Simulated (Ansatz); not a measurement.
**Strain response of SnO**

These are results of DFT PBE, scalar-relativistic, plane waves, PAW in Ansatz 0.2.0, not measurements. (420 eV cutoff, 10×10×8 k-mesh, Gaussian smearing of 0.01 eV, no spin polarisation)

Starting point, cell and atoms relaxed:

```
CELL_PARAMETERS angstrom
3.86826 0.00000 0.00000
0.00000 3.86826 0.00000
0.00000 0.00000 5.06624
ATOMIC_POSITIONS crystal
Sn 0.00000 0.50000 0.22878
Sn 0.50000 0.00000 0.77122
O 0.50000 0.50000 0.00000
O 0.00000 0.00000 0.00000
```

Deformation: biaxial strain in the a-b plane, with the length and tilt of c and the atoms relaxed, all within the symmetry that the strain leaves. Energies are extrapolated to zero smearing. Gaps are Kohn–Sham gaps over the whole zone.

| strain (%) | ΔE (meV/atom) | a (Å) | b (Å) | c (Å) | gap (eV) |
| --- | --- | --- | --- | --- | --- |
| -6.0 | 74.0 | 3.636 | 3.636 | 5.442 | 0.25 |
| -4.0 | 31.5 | 3.714 | 3.714 | 5.279 | 0.18 |
| -2.0 | 7.5 | 3.791 | 3.791 | 5.161 | 0.29 |
| +0.0 | 0.0 | 3.868 | 3.868 | 5.066 | 0.49 |
| +2.0 | 6.9 | 3.946 | 3.946 | 5.001 | 0.73 |
| +4.0 | 26.0 | 4.023 | 4.023 | 4.930 | 0.95 |
| +6.0 | 55.3 | 4.100 | 4.100 | 4.859 | 1.13 |

Q: What stiffness (1/V) d²E/dε² at zero strain does a cubic fit over all points give?

A: A cubic fit gives (1/V) d²E/dε² = 304 GPa at zero strain (twice the biaxial modulus).

Q: How does the free axis c answer a small strain?

A: Between the innermost points its strain is -0.79 times the applied one.

Q: How fast does the gap move with strain on either side?

A: 102 meV per percent on the compressed side and 120 meV per percent on the stretched side; it is indirect at -2.0 %, indirect at zero and indirect at +2.0 %.